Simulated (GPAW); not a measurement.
The system is CdS (Greenockite).

```
CELL_PARAMETERS angstrom
4.15000 0.00000 0.00000
-2.07500 3.59401 0.00000
0.00000 0.00000 6.73700
ATOMIC_POSITIONS crystal
Cd 0.66667 0.33333 0.50000
Cd 0.33333 0.66667 0.00000
S 0.66667 0.33333 0.87500
S 0.33333 0.66667 0.37500
```

Base run:

| Quantity | Value |
| --- | --- |
| Program | GPAW 26.7.0 |
| Functional | TPSS |
| Potentials or basis | GPAW PAW data sets (gpaw-data 1.2.1) |
| Cutoff | 600 eV |
| Basis | pw |
| k mesh | 6 × 6 × 3 |
| Occupations | fermi-dirac, width 0.05 eV |
| Spin | no spin polarisation |

Its results: band gap on the k mesh 1.38 eV, direct.

**Question.** The run is repeated on the same cell with these changes: functional from TPSS to GLLB-SC; potentials or basis from GPAW PAW data sets (gpaw-data 1.2.1) to the program's PAW data sets (release 1.2.1) made for this functional. What comes out?

**Answer.** Band gap on the k mesh with the derivative discontinuity 2.44 eV.

Caveats: the GLLB-SC gap is the Kohn-Sham gap of the path plus the derivative discontinuity (some runs); a model potential gives levels but no total energy (some runs); an odd mesh through Γ misses points on the zone boundary, where band edges often lie (some runs).

Not every run made on this cell is shown here.
